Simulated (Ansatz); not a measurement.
Zn:

```
CELL_PARAMETERS angstrom
2.67000 0.00000 0.00000
-1.33500 2.31229 0.00000
0.00000 0.00000 4.96600
ATOMIC_POSITIONS crystal
Zn 0.66667 0.33333 0.75000
Zn 0.33333 0.66667 0.25000
```

| Quantity | Value |
| --- | --- |
| Program | Ansatz 0.2.0 |
| Task | relaxation of cell and atoms |
| Functional | RPBE |
| Potentials or basis | Ansatz PAW |
| Cutoff | 420 eV (not typed: the program's choice for these potentials) |
| k mesh | 11 × 11 × 6 |
| Occupations | fermi-dirac, width 0.05 eV |
| Spin | no spin polarisation |

At the start: volume 15.33 Å³/atom.

Problem. Where does the relaxation end?

Solution. It ends after 9 steps and the volume is 15.55 Å³/atom (+1.4 %); space group P6_3/mmc (No. 194, to 0.05 Å).

Step by step:
```csv
step,energy change (eV),largest force (eV/Å),volume (Å³)
1,0.0000,0.0000,30.66
2,-0.0067,0.0000,31.39
3,-0.0079,0.0000,31.66
4,-0.0098,0.0000,31.77
5,-0.0128,0.0000,31.73
6,-0.0191,0.0000,31.15
7,-0.0195,0.0000,31.08
8,-0.0195,0.0000,31.10
9,-0.0201,0.0000,31.10
```

Final structure:
```xyz
2
Lattice="2.7923 0.0000 0.0000 -1.3961 2.4182 0.0000 0.0000 0.0000 4.6057" Properties=species:S:1:pos:R:3 pbc="T T T"
Zn    1.3961    0.8061    3.4543
Zn    0.0000    1.6121    1.1514
```

Caveat: the plane-wave basis is chosen anew once the cell has moved, so the energies of steps on either side of that aren't comparable; the PAW data sets come from PBE, with cores solved anew for the run's functional, which leaves a small shift of forces and pressure.
